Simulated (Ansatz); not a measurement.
# Be2C (Fm-3m) in Ansatz: convergence with k mesh

Aim: find how far k mesh must go before the results for Be2C settle, at r2SCAN. This setting moves, with any that are tied to it; all else stays.

All numbers are computed with Ansatz 0.2.0; they aren't measurements. Logs are shortened: lines on timing, memory, paths and dates and some standing lists are left out, and cuts for length are marked.

**1. The structure**

The structure is cubic, space group Fm-3m (No. 225). Conventional cell: a = 4.330 Å, b = 4.330 Å, c = 4.330 Å, α = 90.00°, β = 90.00°, γ = 90.00°. C (site symmetry m-3m) is surrounded by 8 Be at 1.87 Å. Around Be (site symmetry -43m) lie 4 C at 1.87 Å.

**2. With k mesh 3 × 3 × 3**

The input, input.yaml:

```yaml
crystal:
  lattice:
    - [0.0, 2.165, 2.165]
    - [2.165, 0.0, 2.165]
    - [2.165, 2.165, 0.0]
  atoms:
    - { symbol: C, position: [0.0, 0.0, 0.0] }
    - { symbol: Be, position: [0.75, 0.75, 0.75] }
    - { symbol: Be, position: [0.25, 0.25, 0.25] }
hamiltonian:
  xc: r2scan
  pseudopotentials: { kind: nc, source: spms }
kpoints:
  mp_grid: { grid: [3, 3, 3] }
scf:
  occupations: { method: gaussian, width: 0.1 }
output:
  forces: true
  stress: true
  eigenvalues: true
```

Potentials or basis: SPMS NC.

On the command line:

```bash
$ ansatz run input.yaml --threads 2 --pin off --max-ram 5632MiB --backend cpu --events-out ev --progress --plain --runs-dir out
```

The log of the run:

```text
Warning: hamiltonian.xc reads the kinetic-energy density τ on the library's norm-conserving files, and those of C, Be were made for PBE. This build holds files of C, Be that were made for r²SCAN, which a deck under this functional can read where it names no table (hamiltonian.pseudopotentials.accuracy or source), types no xc_functional and has no exact exchange, max_exx_coeff or level of output.embedding that keeps them out. To compare such runs, type hamiltonian.pseudopotentials: {kind: paw, frozen_core: stored} on both or, where PAW refuses one, {kind: nc, accuracy: standard}
Warning: RAYON_NUM_THREADS=2 ignored (pool sized by the plan → 2); use --threads N
Engine: ansatz 0.2.0, aarch64-unknown-linux-gnu
Pseudopotentials: kind: nc
Pseudopotential: C, nc, valence charge 4, recommended cutoff 1034.032677347544 eV (normal), C.nc.azcp
Pseudopotential: Be, nc, valence charge 4, recommended cutoff 707.4960423956879 eV (normal), Be.nc.azcp
Functional definition: r2SCAN
  parameter k0 = 0.174
  parameter k1 = 0.065
  parameter a1 = 4.9479
  exchange = r2scan_x(k0 = k0, k1 = k1, a1 = a1)
  correlation = r2scan_c
Crystal: 3 atoms, lattice volume = 20.296 Å³
Basis set: ecut = 1034.032677347544 eV, 1471 PW (Γ), exchange–correlation on 144×144×144 points (64 copies of the dense FFT grid, shifted against one another)
Bands: 10, of which v1, the nominal top of the filled ones, is band 6 counted from 1 (5 counted from 0)
Symmetry: 48 space group operations
Space group: Fm-3m (ITA 225), of the structure as read, at distance tolerance 2.7e-5 Å
k-points: 4 of 27
Non-local potential: C, projectors of the file, l = 0: 2, l = 1: 2
Non-local potential: Be, projectors of the file, l = 0: 2, l = 1: 2
Initial density: superposition of atomic densities (chi_scale 0.1, normalization cell, long waves kept (reshape's long-wave potential 0.00 eV rms))
Initial wavefunctions: pseudopotential atomic-orbital guess
Functional: x = r2scan, c = r2scan; τ floored in thin density (d = 2e-4 eV/Å³)
SCF iter   1: F=—  HF=-900.170534 eV  |F-HF|=—  |Δ(HF+E_count)|=         —  Δρ=9.59e-2  dr2=2.31e0  dr2_τ=1.59e0  ethr=3.10e-3  ⟨swp⟩=5.2  Hψ=267  notcnv=0
preconditioner: auto → none  [insulator: Δε(μ)=3.549 eV  Ē_g=15.409 eV  σ=0.100 eV  W_gap=1.00  n_scr=0 (ndim 8)  ℏωp=23.3 eV  f_vac=0.000  D(μ)=0.00/eV (n_scr^D=0)  ε∞_Penn≈3.3]
SCF iter   2: F=—  HF=-899.557083 eV  |F-HF|=—  |Δ(HF+E_count)|=   6.13e-1  Δρ=3.10e-2  dr2=1.10e-1  dr2_τ=1.87e-1  ethr=3.10e-3  ⟨swp⟩=2.8  Hψ=107  notcnv=0
SCF iter   3: F=—  HF=-899.638107 eV  |F-HF|=—  |Δ(HF+E_count)|=   8.10e-2  Δρ=1.51e-2  dr2=2.97e-2  dr2_τ=1.43e-2  ethr=9.13e-4  ⟨swp⟩=2.0  Hψ=56  notcnv=0
SCF iter   4: F=—  HF=-899.653135 eV  |F-HF|=—  |Δ(HF+E_count)|=   1.50e-2  Δρ=1.08e-3  dr2=2.02e-4  dr2_τ=6.38e-5  ethr=2.48e-4  ⟨swp⟩=2.0  Hψ=70  notcnv=0
SCF iter   5: F=—  HF=-899.653093 eV  |F-HF|=—  |Δ(HF+E_count)|=   4.23e-5  Δρ=2.03e-4  dr2=3.13e-6  dr2_τ=1.08e-6  ethr=1.68e-6  ⟨swp⟩=2.2  Hψ=53  notcnv=0
SCF iter   6: F=—  HF=-899.653077 eV  |F-HF|=—  |Δ(HF+E_count)|=   1.63e-5  Δρ=2.01e-5  dr2=6.03e-8  dr2_τ=1.57e-8  ethr=8.33e-10  ⟨swp⟩=3.8  Hψ=208  notcnv=0
SCF iter   7: F=-899.653077 eV  HF=-899.653077 eV  |F-HF|=2.64e-10  |Δ(HF+E_count)|=   1.28e-8  Δρ=1.92e-6  dr2=5.64e-10  dr2_τ=1.96e-10  ethr=5.02e-10  ⟨swp⟩=2.0  Hψ=135  notcnv=0
SCF 1 converged in 7 iterations: F = -899.653077 eV  dr2 = 5.64e-10
SCF converged after 7 iterations
Free energy (F): -899.653077 eV
Harris-Foulkes:  -899.653077 eV  (|F-HF|=2.64e-10)
Internal energy: -899.653077 eV  (E = F + TS)
E sigma→0 (E₀):  -899.653077 eV
Fermi energy:    11.780866 eV
--- Per-component energies (eV) ---
  E_band       = -335.806237
  E_kinetic    = 481.755714
  E_local      = -238.754469  (includes V_loc(G=0)·N_el)
  E_nonlocal   = -554.503037
  E_hartree    = 103.075829
  E_xc         = -181.970626
  E_vxc        = -245.149815  (∫ρ·V_xc dr)
  E_vtau       = 14.693780  (kinetic-family band-sum trace: ∫τ·v_τ [+ j·A + Jᵃ·Aᵃ] dr)
  E_ewald      = -509.256488
  E_smearing   = -0.000000  (= −TS)
  E_closure    = 0.000000  (closes the sum)
  Σ components = -899.653077   (vs F -899.653077, Δ=0.00e0)
--- Forces (eV/Å), atoms counted from 1 ---
  atom   1  C     -0.00000000     0.00000000    -0.00000000
  atom   2  Be    -0.00000000    -0.00000000    -0.00000000
  atom   3  Be    -0.00000000    -0.00000000     0.00000000
  max |Σ_I F_I| component: 5.55e-17 eV/Å
--- Stress (GPa, compression-positive) ---
        0.984985      -0.000000       0.000000
        0.000000       0.984985      -0.000000
       -0.000000      -0.000000       0.984985
  P = ⅓ Tr σ = 0.9850 GPa (9.850 kbar)
--- Band table (eV) ---
  k-point 0: bands = ["-91.2036", "-91.1642", "-5.6284", "10.4440", "10.4440", "10.4440", "14.8455", "14.8455", "14.8455", "17.5152"]
  k-point 1: bands = ["-91.1935", "-91.1738", "-3.8977", "3.4100", "8.8072", "8.8072", "16.1750", "16.1750", "17.4302", "20.5354"]
  k-point 2: bands = ["-91.1934", "-91.1737", "-3.3734", "5.3876", "6.1986", "6.1986", "13.1204", "16.1819", "21.5776", "21.5776"]
  k-point 3: bands = ["-91.1834", "-91.1834", "-2.0078", "2.7907", "4.2141", "6.7814", "14.7447", "21.1386", "21.8276", "21.8677"]
```

Run time: 0.86 s. Hardware: 2 threads of Arm Neoverse V1, shared host; peak memory 0.37 GiB.

What came out:

```
Free energy            : -899.6531 eV
Pressure               : 1.0 GPa
Band gap on the k mesh : 2.68 eV, indirect (least direct gap 4.40 eV)
```

**3. With k mesh 4 × 4 × 4**

Changes to input.yaml since step 2:

```diff
@@ -13,3 +13,3 @@
 kpoints:
-  mp_grid: { grid: [3, 3, 3] }
+  mp_grid: { grid: [4, 4, 4] }
 scf:
```

Potentials or basis: SPMS NC.

On the command line:

```bash
$ ansatz run input.yaml --threads 2 --pin off --max-ram 5632MiB --backend cpu --events-out ev --progress --plain --runs-dir out
```

Run time: 1 s. Hardware: 2 threads of Arm Neoverse V1, shared host; peak memory 0.37 GiB.

Results:

```
Free energy            : -899.9837 eV
Pressure               : -0.1 GPa
Band gap on the k mesh : 1.35 eV, indirect (least direct gap 4.48 eV)
```

**4. With k mesh 5 × 5 × 5**

Changes to input.yaml since step 3:

```diff
@@ -13,3 +13,3 @@
 kpoints:
-  mp_grid: { grid: [4, 4, 4] }
+  mp_grid: { grid: [5, 5, 5] }
 scf:
```

On the command line:

```bash
$ ansatz run input.yaml --threads 2 --pin off --max-ram 5632MiB --backend cpu --events-out ev --progress --plain --runs-dir out
```

Wall time 1.1 s (2 threads of Arm Neoverse V1, shared host); peak memory 0.38 GiB.

Results:

```
Free energy            : -900.0508 eV
Pressure               : -0.1 GPa
Band gap on the k mesh : 1.87 eV, indirect (least direct gap 4.50 eV)
```

**5. With k mesh 6 × 6 × 6**

Changes to input.yaml since step 4:

```diff
@@ -13,3 +13,3 @@
 kpoints:
-  mp_grid: { grid: [5, 5, 5] }
+  mp_grid: { grid: [6, 6, 6] }
 scf:
```

On the command line:

```bash
$ ansatz run input.yaml --threads 2 --pin off --max-ram 5632MiB --backend cpu --events-out ev --progress --plain --runs-dir out
```

It took 1.4 s on 2 threads of Arm Neoverse V1, shared host; peak memory 0.38 GiB.

What came out:

| Item | Value |
| --- | --- |
| Free energy | -900.0671 eV |
| Pressure | -0.1 GPa |
| Band gap on the k mesh | 1.37 eV, indirect (least direct gap 4.51 eV) |

**6. With k mesh 8 × 8 × 8**

Changes to input.yaml since step 5:

```diff
@@ -13,3 +13,3 @@
 kpoints:
-  mp_grid: { grid: [6, 6, 6] }
+  mp_grid: { grid: [8, 8, 8] }
 scf:
```

Potentials or basis: SPMS NC.

On the command line:

```bash
$ ansatz run input.yaml --threads 2 --pin off --max-ram 5632MiB --backend cpu --events-out ev --progress --plain --runs-dir out
```

Wall time 1.9 s (2 threads of Arm Neoverse V1, shared host); peak memory 0.4 GiB.

The run converged. Its results:

```
Free energy            : -900.0725 eV
Pressure               : -0.1 GPa
Band gap on the k mesh : 1.37 eV, indirect (least direct gap 4.51 eV)
```

**7. With k mesh 9 × 9 × 9**

Changes to input.yaml since step 6:

```diff
@@ -13,3 +13,3 @@
 kpoints:
-  mp_grid: { grid: [8, 8, 8] }
+  mp_grid: { grid: [9, 9, 9] }
 scf:
```

On the command line:

```bash
$ ansatz run input.yaml --threads 2 --pin off --max-ram 5632MiB --backend cpu --events-out ev --progress --plain --runs-dir out
```

Wall time 2.2 s (2 threads of Arm Neoverse V1, shared host); peak memory 0.4 GiB.

The run converged. Its results:

* Free energy: -900.0728 eV
* Pressure: -0.1 GPa
* Band gap on the k mesh: 1.53 eV, indirect (least direct gap 4.51 eV)

**8. With k mesh 12 × 12 × 12**

Changes to input.yaml since step 7:

```diff
@@ -13,3 +13,3 @@
 kpoints:
-  mp_grid: { grid: [9, 9, 9] }
+  mp_grid: { grid: [12, 12, 12] }
 scf:
```

On the command line:

```bash
$ ansatz run input.yaml --threads 2 --pin off --max-ram 5632MiB --backend cpu --events-out ev --progress --plain --runs-dir out
```

It took 3.8 s on 2 threads of Arm Neoverse V1, shared host; peak memory 0.44 GiB.

It converged, with:

* Free energy: -900.0730 eV
* Pressure: -0.1 GPa
* Band gap on the k mesh: 1.38 eV, indirect (least direct gap 4.51 eV)

**9. With k mesh 14 × 14 × 14**

Changes to input.yaml since step 8:

```diff
@@ -13,3 +13,3 @@
 kpoints:
-  mp_grid: { grid: [12, 12, 12] }
+  mp_grid: { grid: [14, 14, 14] }
 scf:
```

Potentials or basis: SPMS NC.

On the command line:

```bash
$ ansatz run input.yaml --threads 2 --pin off --max-ram 5632MiB --backend cpu --events-out ev --progress --plain --runs-dir out
```

It took 5.2 s on 2 threads of Arm Neoverse V1, shared host; peak memory 0.46 GiB.

Results (log left out):

```
Free energy            : -900.0730 eV
Pressure               : -0.1 GPa
Band gap on the k mesh : 1.38 eV, indirect (least direct gap 4.51 eV)
```

**10. With k mesh 17 × 17 × 17**

Changes to input.yaml since step 9:

```diff
@@ -13,3 +13,3 @@
 kpoints:
-  mp_grid: { grid: [14, 14, 14] }
+  mp_grid: { grid: [17, 17, 17] }
 scf:
```

On the command line:

```bash
$ ansatz run input.yaml --threads 2 --pin off --max-ram 5632MiB --backend cpu --events-out ev --progress --plain --runs-dir out
```

It took 8 s on 2 threads of Arm Neoverse V1, shared host; peak memory 0.49 GiB.

It converged, with:

```yaml
Free_energy: -900.0730 eV
Pressure: -0.1 GPa
Band_gap_on_the_k_mesh: 1.42 eV, indirect (least direct gap 4.51 eV)
```

**11. Result**

| k mesh | energy less the tightest run, at zero smearing (meV/atom) | pressure (GPa) | gap on the mesh (eV) | SCF cycles | CPU time (s) | peak memory (GiB) |
| --- | --- | --- | --- | --- | --- | --- |
| 3 × 3 × 3 | 139.97 | 0.98 | 2.676 | 7 | 1.6 | 0.37 |
| 4 × 4 × 4 | 29.76 | -0.07 | 1.352 | 7 | 1.9 | 0.37 |
| 5 × 5 × 5 | 7.38 | -0.14 | 1.865 | 7 | 2.1 | 0.38 |
| 6 × 6 × 6 | 1.97 | -0.12 | 1.373 | 7 | 2.6 | 0.38 |
| 8 × 8 × 8 | 0.17 | -0.11 | 1.375 | 7 | 3.8 | 0.4 |
| 9 × 9 × 9 | 0.04 | -0.11 | 1.528 | 7 | 4.3 | 0.4 |
| 12 × 12 × 12 | 0.00 | -0.10 | 1.375 | 7 | 7.5 | 0.44 |
| 14 × 14 × 14 | -0.01 | -0.10 | 1.375 | 7 | 10 | 0.46 |
| 17 × 17 × 17 | 0.00 | -0.10 | 1.418 | 7 | 16 | 0.49 |

Against the tightest run, the energy stays within 1 meV/atom from 8 × 8 × 8 on; the pressure stays within 0.1 GPa from 4 × 4 × 4 on. Not settled before the last step: the gap on the mesh (to 0.01 eV). Meshes of other sizes hit other points, so gaps and Fermi surfaces needn't settle smoothly. The tightest run that finished is the yardstick and may itself not be fully converged.

Caveats: the meta-GGA runs on potentials made for a GGA; odd divisions of the mesh miss points on the zone boundary, where band edges often lie, so the gap on the mesh can be too wide; the potentials were made for another functional, which shifts forces and pressure.
